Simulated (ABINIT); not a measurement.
A run of ABINIT 10.8.3 (patched build) is set up as follows.

Contents of run.abi:

```
# Pseudopotentials
pp_dirpath "./"
pseudos "Ge.GGA_PBE-JTH.xml"

# Structure
acell 2.952068562 2.952068562 2.698231 Angstrom
rprim
     0.4732779645    -0.8809131446     0.0000000000
     0.4732779645     0.8809131446     0.0000000000
     0.0000000000     0.0000000000     1.0000000000
ntypat 1
znucl 32
natom 1
typat 1
xcart
     2.6402289653     0.0000000000     0.0000000000
chkprim 0
chksymtnons 0
tolsym 1.0e-6

# Plane-wave basis
ecut 22.0
pawecutdg 44.0
pawxcdev 0

# k points
kptopt 1
ngkpt 11 11 10
nshiftk 1
shiftk 0.0 0.0 0.0

# Exchange and correlation
ixc 11
vdw_xc 7

# Bands and occupations
nband 11
occopt 3
tsmear 0.05 eV

# SCF cycle
nstep 100
tolvrs 1.0e-9

# Output
iomode 3
prtwf 0
prtden 0
prteig 0
prtebands 0

# Relaxation
ionmov 22
ntime 60
tolmxf 0.0005
optcell 2
dilatmx 1.08
ecutsm 0.5
```

Potentials or basis: JTH PAW PBE v2.0.

Launch:

```sh
$ abinit run.abi > log 2>&1
```

Question: Predict the relaxed volume.

Answer: 18.65 Å³/atom.

Question: What does it give for the space group after relaxing (to 0.05 Å)?

Answer: P6/mmm (No. 191).

Question: Predict the band gap on the k mesh.

Answer: None (metal or under the smearing width).

Question: Predict the relaxed cell.

Answer: a = 2.842 Å, b = 2.842 Å, c = 2.683 Å, α = 90.00°, β = 90.00°, γ = 120.60°.

Final structure:
```cif
data_structure
_symmetry_space_group_name_H-M 'P 1'
_symmetry_Int_Tables_number 1
_cell_length_a 2.8417
_cell_length_b 2.8417
_cell_length_c 2.6832
_cell_angle_alpha 90.000
_cell_angle_beta 90.000
_cell_angle_gamma 120.599
_cell_volume 18.65
loop_
_atom_site_label
_atom_site_type_symbol
_atom_site_fract_x
_atom_site_fract_y
_atom_site_fract_z
_atom_site_occupancy
Ge1 Ge 0.50000 0.50000 0.00000 1
```

Caveat: pairwise dispersion overbinds metals, which lowers pressure and volume.
